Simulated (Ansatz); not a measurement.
# Structure types of Fe compared at 320 GPa

Structure types of Fe are relaxed in primitive cells with their symmetry kept at 320 GPa, first on PAW files, then by LAPW. The enthalpy is E + pV at zero temperature, without zero-point motion. Only the types listed were tried, and differences under about 5 meV/atom are mesh noise. Not among the end structures: fcc, which may lie lower.

All numbers are PBE results (scalar-relativistic) from Ansatz 0.2.0, with Fermi–Dirac smearing of 0.1 eV, spin-polarised from start moments Fe 2.5 μB. Methods: LAPW: all electrons, basis error target 0.5 meV/atom; PAW: frozen-core files, cutoff 420 eV.

k meshes: bcc 22×22×22, hcp 21×21×11, simple hexagonal 21×21×20, sc 20×20×20, beta tin 21×21×21.

Other magnetic orders may lie lower.

Problem. Which type is lowest in enthalpy, and by how much?

Solution. hcp, 644 meV/atom below bcc. The whole table:

| start type | ends as | a, b, c (Å) | V (Å³/atom) | H − H(lowest), LAPW (meV/atom) | same, PAW | moment (μB/atom) |
| --- | --- | --- | --- | --- | --- | --- |
| bcc | bcc, Im-3m | 2.386, 2.386, 2.386 | 6.80 | 644.1 | 651.3 | 0.94 |
| hcp | hcp, P6_3/mmc | 2.129, 2.129, 3.394 | 6.66 | 0.0 | 0.0 | 0.00 |
| simple hexagonal | simple hexagonal, P6/mmm | 2.057, 2.057, 1.877 | 6.88 | 1522.8 | 1522.4 | 0.00 |
| sc | sc, Pm-3m | 1.915, 1.915, 1.915 | 7.02 | 2293.1 | 2291.2 | 0.00 |
| beta tin | beta tin, I4_1/amd | 3.689, 3.689, 2.047 | 6.96 | 1738.9 | 1741.8 | 0.00 |

Problem. Split the lead of hcp over bcc into energy and pV.

Solution. For bcc less hcp: ΔE = +381.6 meV/atom, and p·ΔV = 320 GPa × +0.1314 Å³ × 6.242 meV/(GPa·Å³) = +262.5 meV/atom, together 644.1 meV/atom. hcp wins on both counts.
